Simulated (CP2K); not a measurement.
Runs of CP2K 2026.2 on K. It takes space group Im-3m (No. 229, cubic). The conventional cell has a = 5.395 Å, b = 5.395 Å, c = 5.395 Å, α = 90.00°, β = 90.00°, γ = 90.00°. 

```tsv
task	level	potentials or basis	smearing	EPS_DEFAULT	NGRIDS	basis sets	potentials	points a segment of the path (NPOINTS)	gap on the mesh (eV)	pressure (GPa)
band structure	r2SCAN	POTENTIAL_UZH K GTH-SCAN-q9; TZVP-MOLOPT-SCAN-GTH basis	fermi-dirac 0.05 eV	1.0E-10	5	K TZVP-MOLOPT-SCAN-GTH-q9	K GTH-SCAN-q9 of POTENTIAL_UZH	10	none	(a)
single point	RPBE	POTENTIAL_UZH K GTH-PBE-q9; TZVP-MOLOPT-PBE-GTH basis	gaussian 0.05 eV	1.0E-10	5	K TZVP-MOLOPT-PBE-GTH-q9	K GTH-PBE-q9 of POTENTIAL_UZH	-	none	0.1
electron localisation function	revPBE+D3(BJ)	POTENTIAL_UZH K GTH-PBE-q9; TZVP-MOLOPT-PBE-GTH basis	gaussian 0.05 eV	1.0E-10	4	K TZVP-MOLOPT-PBE-GTH-q9	K GTH-PBE-q9 of POTENTIAL_UZH	-	none	-0.4
single point	LDA	GTH_POTENTIALS K GTH-PADE-q9; TZVP-MOLOPT-PBE-GTH basis	gaussian 0.1 eV	1.0E-10	4	K TZVP-MOLOPT-PBE-GTH-q9	K GTH-PADE-q9 of GTH_POTENTIALS	-	none	-0.7
band structure	LDA	GTH_POTENTIALS K GTH-PADE-q9; TZVP-MOLOPT-PBE-GTH basis	fermi-dirac 0.1 eV	1.0E-9	5	K TZVP-MOLOPT-PBE-GTH-q9	K GTH-PADE-q9 of GTH_POTENTIALS	10	none	-0.7
band structure	TB-mBJ	POTENTIAL_UZH K GTH-PBE-q9; TZVP-MOLOPT-PBE-GTH basis	fermi-dirac 0.0259 eV	1.0E-10	5	K TZVP-MOLOPT-PBE-GTH-q9	K GTH-PBE-q9 of POTENTIAL_UZH	6	none	-
band structure	PBE	POTENTIAL_UZH K GTH-PBE-q9; TZVP-MOLOPT-PBE-GTH basis	fermi-dirac 0.01 eV	1.0E-9	5	K TZVP-MOLOPT-PBE-GTH-q9	K GTH-PBE-q9 of POTENTIAL_UZH	10	none	-0.2
single point	PBE	POTENTIAL_UZH K GTH-PBE-q9; TZVP-MOLOPT-PBE-GTH basis	fermi-dirac 0.05 eV	1.0E-10	4	K TZVP-MOLOPT-PBE-GTH-q9	K GTH-PBE-q9 of POTENTIAL_UZH	-	none	-0.2
```

Alike in all rows: no spin polarisation; cell as given; k mesh 7 × 7 × 7.

Problem. Fill in the values left out.

Solution. (a) -0.1.

Caveats: the basis of atomic orbitals isn't converged, which shifts pressures, moduli and gaps; the potentials were made for another functional, which shifts forces and pressure (some runs); pairwise dispersion overbinds metals, which lowers pressure and volume (some runs); this is a model potential without an energy functional, so only levels have meaning (some runs).

A k mesh can miss the band edges.

A gap of «none» marks a metal or a gap under the smearing width.

Not every run made on this cell is shown here.
